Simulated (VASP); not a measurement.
# Zr (P6/mmm) in VASP: a series of runs, part 2 of 2

VASP 6.6.1. Earlier steps stand in the parts before.

### 3 Relaxation of shape and atoms at fixed volume, r2SCAN

Input file INCAR:

```
PREC = Accurate ; ENCUT = 600
EDIFF = 1E-7 ; ISMEAR = 1
SIGMA = 0.1 ; LREAL = F
LASPH = T ; NELM = 80
ALGO = Normal ; ISIF = 4
LWAVE = F ; LCHARG = F
METAGGA = R2SCAN ; LMIXTAU = T
IBRION = 2 ; NSW = 40
EDIFFG = -0.01
```

Input file KPOINTS:

```
Automatic mesh
0
Gamma
  9 9 12
```

Input file POSCAR:

```
Zr                                      
1.0
    5.0348017730      0.0000000000      0.0000000000
   -2.5174008865      4.3602662363      0.0000000000
    0.0000000000      0.0000000000      3.1619412116
  Zr            
     3
Direct
     0.6666666699999979    0.3333333300000021    0.5000000000000000
     0.3333333300000021    0.6666666699999979    0.5000000000000000
     0.0000000000000000    0.0000000000000000    0.0000000000000000
```

Potentials or basis: VASP PAW PBE potentials, release 64 (Zr_sv).

Started as:

```sh
> cat potpaw_PBE.64/Zr_sv/POTCAR > POTCAR
> mpirun -np 1 vasp_std > vasp.out
```

It took 6.8 min on 1 thread of Intel Xeon Platinum 8488C (Sapphire Rapids), shared host; peak memory 0.28 GiB.

Results (log left out):

```
Free energy             : -68.2845 eV
Pressure after relaxing : 0.0 GPa
Band gap on the k mesh  : none (metal or under the smearing width)
```

Final structure:
```yaml
crystal:
  lattice:
    - [5.03480, 0.00000, 0.00000]
    - [-2.51740, 4.36027, 0.00000]
    - [0.00000, 0.00000, 3.16194]
  atoms:
    - { symbol: Zr, position: [0.66667, 0.33333, 0.50000] }
    - { symbol: Zr, position: [0.33333, 0.66667, 0.50000] }
    - { symbol: Zr, position: [0.00000, 0.00000, 0.00000] }
```

Levels at points of the mesh, in eV from the Fermi level:
| k point | band 16 | band 17 | band 18 | band 19 | band 20 | band 21 |
| --- | --- | --- | --- | --- | --- | --- |
| (0.00, 0.00, 0.00) | -0.64 | -0.57 | -0.57 | -0.09 | 1.02 | 1.79 |
| (0.00, 0.00, 0.50) | -2.06 | -2.06 | -1.63 | 1.27 | 1.27 | 1.79 |

Caveat: the relaxation stopped at its first step, so nothing moved; the PAW data sets were made with another functional, which shifts forces and pressure a little.

### 4 Relaxation of shape and atoms at fixed volume, r2SCAN (a relaxed cell with its volume scaled by 1.02)

INCAR is that of step 3.

KPOINTS is that of step 3.

Input file POSCAR:

```
Zr                                      
1.0
    5.0681458028      0.0000000000      0.0000000000
   -2.5340729014      4.3891430132      0.0000000000
    0.0000000000      0.0000000000      3.1828818299
  Zr            
     3
Direct
     0.6666666699999979    0.3333333300000021    0.5000000000000000
     0.3333333300000021    0.6666666699999979    0.5000000000000000
     0.0000000000000000    0.0000000000000000    0.0000000000000000
```

Potentials or basis: VASP PAW PBE potentials, release 64 (Zr_sv).

Started as:

```sh
> cat potpaw_PBE.64/Zr_sv/POTCAR > POTCAR
> mpirun -np 1 vasp_std > vasp.out
```

OUTCAR:

```text
PREC = Accurate
   ENCUT = 600
   EDIFF = 1E-7
   ISMEAR = 1
   LREAL = F
   LASPH = T
   NELM = 80
   ISIF = 4
   METAGGA = R2SCAN
   IBRION = 2
   NSW = 40
   EDIFFG = -0.01

 ion  position               nearest neighbor table
   1  0.667  0.333  0.500-   2 2.93   2 2.93   2 2.93   3 3.33   3 3.33   3 3.33   3 3.33   3 3.33
                             3 3.33
   2  0.333  0.667  0.500-   1 2.93   1 2.93   1 2.93   3 3.33   3 3.33   3 3.33   3 3.33   3 3.33
                             3 3.33
   3  0.000  0.000  0.000-   1 3.33   2 3.33   1 3.33   2 3.33   2 3.33   2 3.33   1 3.33   1 3.33
[... 845 lines left out ...]
 [... further k-points ...]
[... 5 lines left out ...]
  --------------------------------------------------------------------------------------
  -------------------------------------------------------------------------------------
  Total       -0.8168437     -0.8168437     -0.8077804      0.0000000      0.0000000      0.0000000
  in kB      -18.4841812    -18.4841812    -18.2790898      0.0000000      0.0000000      0.0000000
  external PRESSURE =     -18.4158174 kB  Pullay stress =       0.0000000 kB

 VOLUME and BASIS-vectors are now :
 -----------------------------------------------------------------------------
  energy-cutoff  :      600.00
  volume of cell :       70.80
      direct lattice vectors                 reciprocal lattice vectors
     5.070556922  0.000000000  0.000000000     0.197216995  0.113863285 -0.000000000
    -2.535278461  4.391231104  0.000000000     0.000000000  0.227726571 -0.000000000
     0.000000000  0.000000000  3.179855542     0.000000000 -0.000000000  0.314479695

 POSITION                                       TOTAL-FORCE (eV/Angst)
 -----------------------------------------------------------------------------------
      2.53528      1.46374      1.58993         0.000000     -0.000000     -0.000000
     -0.00000      2.92749      1.58993        -0.000000      0.000000      0.000000
      0.00000      0.00000      0.00000         0.000000     -0.000000      0.000000
 -----------------------------------------------------------------------------------
    total drift:                                0.000000     -0.000000      0.000000

  FREE ENERGIE OF THE ION-ELECTRON SYSTEM (eV)
  ---------------------------------------------------
  free  energy   TOTEN  =       -68.2767088323 eV

  energy  without entropy=      -68.2768928130  energy(sigma->0) =      -68.27677016

 reached required accuracy - stopping structural energy minimisation
```

Wall time 10 min (1 thread of Intel Xeon Platinum 8488C (Sapphire Rapids), shared host); peak memory 0.3 GiB.

What came out:

```yaml
Free_energy: -68.2767 eV
Energy_gained_by_relaxing: 0.0 meV/atom
Ionic_steps: 2
Pressure_after_relaxing: -1.8 GPa
Band_gap_on_the_k_mesh: none (metal or under the smearing width)
```

Final structure:
```xyz
3
Lattice="5.0706 0.0000 0.0000 -2.5353 4.3912 0.0000 0.0000 0.0000 3.1799" Properties=species:S:1:pos:R:3 pbc="T T T"
Zr    2.5353    1.4637    1.5899
Zr    0.0000    2.9275    1.5899
Zr    0.0000    0.0000    0.0000
```

Levels at points of the mesh, in eV from the Fermi level:
| k point | band 15 | band 16 | band 17 | band 18 | band 19 | band 20 | band 21 | band 22 |
| --- | --- | --- | --- | --- | --- | --- | --- | --- |
| (0.00, 0.00, 0.00) | -0.65 | -0.65 | -0.58 | -0.58 | -0.10 | 1.00 | 1.76 | 1.76 |
| (0.00, 0.00, 0.50) | -2.35 | -2.00 | -2.00 | -1.64 | 1.25 | 1.25 | 1.75 | 1.75 |

Caveat: the PAW data sets were made with another functional, which shifts forces and pressure a little.

### 5 Relaxation of shape and atoms at fixed volume, r2SCAN (a relaxed cell with its volume scaled by 1.04)

INCAR is that of step 4.

KPOINTS is that of step 4.

Input file POSCAR:

```
Zr                                      
1.0
    5.1010567627      0.0000000000      0.0000000000
   -2.5505283813      4.4176447405      0.0000000000
    0.0000000000      0.0000000000      3.2035504729
  Zr            
     3
Direct
     0.6666666699999979    0.3333333300000021    0.5000000000000000
     0.3333333300000021    0.6666666699999979    0.5000000000000000
     0.0000000000000000    0.0000000000000000    0.0000000000000000
```

Started as:

```sh
> cat potpaw_PBE.64/Zr_sv/POTCAR > POTCAR
> mpirun -np 1 vasp_std > vasp.out
```

Wall time 14 min (1 thread of Intel Xeon Platinum 8488C (Sapphire Rapids), shared host); peak memory 0.31 GiB.

It converged, with:

* Free energy: -68.2535 eV
* Energy gained by relaxing: 0.0 meV/atom
* Ionic steps: 2
* Pressure after relaxing: -3.6 GPa
* Band gap on the k mesh: none (metal or under the smearing width)

Step by step:
```tsv
step	energy change (eV)	largest force (eV/Å)	pressure (GPa)
1	0.0000	0.0000	-3.57
2	-0.0001	0.0000	-3.55
```

Final structure:
```
CELL_PARAMETERS angstrom
5.10545 0.00000 0.00000
-2.55273 4.42145 0.00000
0.00000 0.00000 3.19804
ATOMIC_POSITIONS crystal
Zr 0.66667 0.33333 0.50000
Zr 0.33333 0.66667 0.50000
Zr 0.00000 0.00000 0.00000
```

Levels at points of the mesh, in eV from the Fermi level:
```csv
k point,band 14,band 15,band 16,band 17,band 18,band 19,band 20,band 21,band 22
"(0.00, 0.00, 0.00)",-2.34,-0.65,-0.65,-0.58,-0.58,-0.11,0.98,1.74,1.74
"(0.00, 0.00, 0.50)",-2.46,-2.36,-1.95,-1.95,-1.65,1.24,1.24,1.71,1.71
```

Caveat: the PAW data sets were made with another functional, which shifts forces and pressure a little.

### 6 Relaxation of shape and atoms at fixed volume, r2SCAN (a relaxed cell with its volume scaled by 1.06)

INCAR is that of step 5.

KPOINTS is that of step 5.

Input file POSCAR:

```
Zr                                      
1.0
    5.1335484461      0.0000000000      0.0000000000
   -2.5667742231      4.4457833637      0.0000000000
    0.0000000000      0.0000000000      3.2239558031
  Zr            
     3
Direct
     0.6666666699999979    0.3333333300000021    0.5000000000000000
     0.3333333300000021    0.6666666699999979    0.5000000000000000
     0.0000000000000000    0.0000000000000000    0.0000000000000000
```

Potentials or basis: VASP PAW PBE potentials, release 64 (Zr_sv).

Started as:

```sh
> cat potpaw_PBE.64/Zr_sv/POTCAR > POTCAR
> mpirun -np 1 vasp_std > vasp.out
```

Run time: 14 min. Hardware: 1 thread of Intel Xeon Platinum 8488C (Sapphire Rapids), shared host; peak memory 0.32 GiB.

Results (log left out):

```
Free energy               : -68.2160 eV
Energy gained by relaxing : 0.1 meV/atom
Ionic steps               : 2
Pressure after relaxing   : -5.1 GPa
Band gap on the k mesh    : none (metal or under the smearing width)
```

Step by step:
| step | energy change (eV) | largest force (eV/Å) | pressure (GPa) |
| --- | --- | --- | --- |
| 1 | 0.0000 | 0.0000 | -5.14 |
| 2 | -0.0003 | 0.0000 | -5.12 |

Final structure:
```cif
data_structure
_symmetry_space_group_name_H-M 'P 1'
_symmetry_Int_Tables_number 1
_cell_length_a 5.1398
_cell_length_b 5.1398
_cell_length_c 3.2161
_cell_angle_alpha 90.000
_cell_angle_beta 90.000
_cell_angle_gamma 120.000
_cell_volume 73.58
loop_
_atom_site_label
_atom_site_type_symbol
_atom_site_fract_x
_atom_site_fract_y
_atom_site_fract_z
_atom_site_occupancy
Zr1 Zr 0.66667 0.33333 0.50000 1
Zr2 Zr 0.33333 0.66667 0.50000 1
Zr3 Zr 0.00000 0.00000 0.00000 1
```

Levels at points of the mesh, in eV from the Fermi level:
```tsv
k point	band 14	band 15	band 16	band 17	band 18	band 19	band 20	band 21	band 22
(0.00, 0.00, 0.00)	-2.28	-0.65	-0.65	-0.58	-0.58	-0.12	0.96	1.71	1.71
(0.00, 0.00, 0.50)	-2.38	-2.36	-1.89	-1.89	-1.66	1.22	1.22	1.67	1.67
```

Caveat: the PAW data sets were made with another functional, which shifts forces and pressure a little.

### 7 Overview

```tsv
cell	gap on the mesh (eV)	pressure (GPa)
atoms relaxed at fixed volume from: a relaxed cell with its volume scaled by 0.98	none	2.1
atoms relaxed at fixed volume	none	0.0
atoms relaxed at fixed volume from: a relaxed cell with its volume scaled by 1.02	none	-1.8
atoms relaxed at fixed volume from: a relaxed cell with its volume scaled by 1.04	none	-3.6
atoms relaxed at fixed volume from: a relaxed cell with its volume scaled by 1.06	none	-5.1
```

Alike in all rows: task relaxation of shape and atoms at fixed volume; level r2SCAN; potentials or basis VASP PAW PBE potentials, release 64 (Zr_sv); no spin polarisation; k mesh 9 × 9 × 12; cutoff (eV) 600; smearing methfessel-paxton 0.1 eV.

Caveats: the PAW data sets were made with another functional, which shifts forces and pressure a little; the relaxation stopped at its first step, so nothing moved (some runs).

Total energies depend on the potentials used, so only differences within one code and one set of settings carry meaning.
